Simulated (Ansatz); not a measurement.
## Quadrupolar parameters in V2O5

The cell is a Materials Project structure (computed, not necessarily an observed phase), atoms as given.

```cif
data_V2O5
_symmetry_space_group_name_H-M 'Pnma'
_symmetry_Int_Tables_number 62
_cell_length_a 7.7956
_cell_length_b 6.4912
_cell_length_c 7.5237
_cell_angle_alpha 90.000
_cell_angle_beta 90.000
_cell_angle_gamma 90.000
loop_
_atom_site_label
_atom_site_type_symbol
_atom_site_symmetry_multiplicity
_atom_site_Wyckoff_symbol
_atom_site_fract_x
_atom_site_fract_y
_atom_site_fract_z
V1 V 4 c 0.1691 0.2500 0.7404
V5 V 4 c 0.1191 0.7500 0.6227
O9 O 4 c 0.0555 0.2500 0.5120
O10 O 4 c 0.1359 0.7500 0.1729
O11 O 8 d 0.1205 0.5316 0.7519
O13 O 4 c 0.2051 0.2500 0.9845
```

One atom of each set is listed.

Method: Kohn–Sham DFT in Ansatz, r2SCAN, plane waves and PAW, scalar-relativistic, 500 eV cutoff, Γ-centred 3×4×3 k-points, Fermi–Dirac smearing 0.02 eV.

Conventions: |V_zz| ≥ |V_yy| ≥ |V_xx|, η = (V_xx − V_yy)/V_zz, C_Q = eQV_zz/h.

51V: I = 7/2, Q = -52.00 mb; 17O: I = 5/2, Q = -25.58 mb. Q values from Pyykkö, Mol. Phys. 116, 1328 (2018).

Task: Which values are expected at the nuclei?

Result: 

```json
{"site": "V1", "atoms": "4", "first shell": "5 O at 1.60–1.93 Å", "V_xx, V_yy, V_zz (10²¹ V/m²)": "0.26, 1.45, -1.71", "η": "0.69", "C_Q (MHz)": "2.15"}
{"site": "V5", "atoms": "4", "first shell": "4 O at 1.70–1.72 Å", "V_xx, V_yy, V_zz (10²¹ V/m²)": "-0.28, -1.88, 2.16", "η": "0.74", "C_Q (MHz)": "-2.72"}
{"site": "O9", "atoms": "4", "first shell": "2 V at 1.70–1.93 Å, angle 154°", "V_xx, V_yy, V_zz (10²¹ V/m²)": "-1.82, -2.44, 4.25", "η": "0.15", "C_Q (MHz)": "-2.63"}
{"site": "O10", "atoms": "4", "first shell": "1 V at 1.60 Å; also 1 V at 2.47 Å", "V_xx, V_yy, V_zz (10²¹ V/m²)": "-0.29, -0.54, 0.83", "η": "0.30", "C_Q (MHz)": "-0.516"}
{"site": "O11", "atoms": "8", "first shell": "2 V at 1.72–1.87 Å, angle 141°", "V_xx, V_yy, V_zz (10²¹ V/m²)": "-1.16, -3.01, 4.17", "η": "0.44", "C_Q (MHz)": "-2.58"}
{"site": "O13", "atoms": "4", "first shell": "2 V at 1.72–1.86 Å, angle 136°", "V_xx, V_yy, V_zz (10²¹ V/m²)": "-1.40, -2.03, 3.43", "η": "0.18", "C_Q (MHz)": "-2.12"}
```

At O11 and O13 V_zz runs parallel to the line that joins its two neighbours (within 4°) in each case. At O9 V_zz points along the longer of its two bonds, to V (within 4°).

The largest force is 1.0 eV/Å, so the atoms aren't at the calculated equilibrium and relaxing them would move these values.
